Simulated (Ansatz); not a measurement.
Something may be wrong with this Ansatz 0.2.0 calculation of Bi.

Contents of input.yaml:

```yaml
crystal:
  lattice:
    - [2.2675, 1.3091417354, 3.938]
    - [-2.2675, 1.3091417354, 3.938]
    - [0.0, -2.6182834708, 3.938]
  atoms:
    - { symbol: Bi, position: [0.766, 0.766, 0.766] }
    - { symbol: Bi, position: [0.234, 0.234, 0.234] }
hamiltonian:
  xc: pbesol
  pseudopotentials: { kind: paw }
kpoints:
  mp_grid: { grid: [7, 7, 7] }
  band_path:
    path:
      - [[0.0, 0.0, 0.0], [0.5, 0.0, 0.0], [0.5, 0.2403434496, -0.2403434496]]
      - [[0.7596565504, 0.5, 0.2403434496], [0.5, 0.5, 0.5], [0.0, 0.0, 0.0], [0.3701717248, 0.0, -0.3701717248]]
      - [[0.6298282752, 0.3701717248, 0.0], [0.5, 0.5, 0.0], [0.6298282752, 0.6298282752, 0.2403434496], [0.5, 0.5, 0.5]]
      - [[0.5, 0.0, 0.0], [0.7596565504, 0.3701717248, 0.3701717248]]
    npoints: 14
scf:
  occupations: { method: fermi_dirac, width: 0.05 }
  n_extra_bands: 6
  max_iter: many
output:
  forces: true
  stress: true
  eigenvalues: true
  fatbands: false
```

Potentials or basis: Ansatz PAW.

Run with:

```bash
$ ansatz run input.yaml --threads 2 --pin off --max-ram 5632MiB --backend cpu --events-out ev --progress --plain --runs-dir out
```

Output:

```text
Error: YAML parse error: error: line 24 column 13: invalid u64
  --> <input>:24:13
   |
22 |   occupations: { method: fermi_dirac, width: 0.05 }
23 |   n_extra_bands: 6
24 |   max_iter: many
   |             ^ invalid u64
25 | output:
26 |   forces: true
   |
```

Problem. What happened, and what is wrong with the input?

Solution. The input was rejected before any iteration. The input holds a flaw that was put in on purpose: a value of the wrong type.
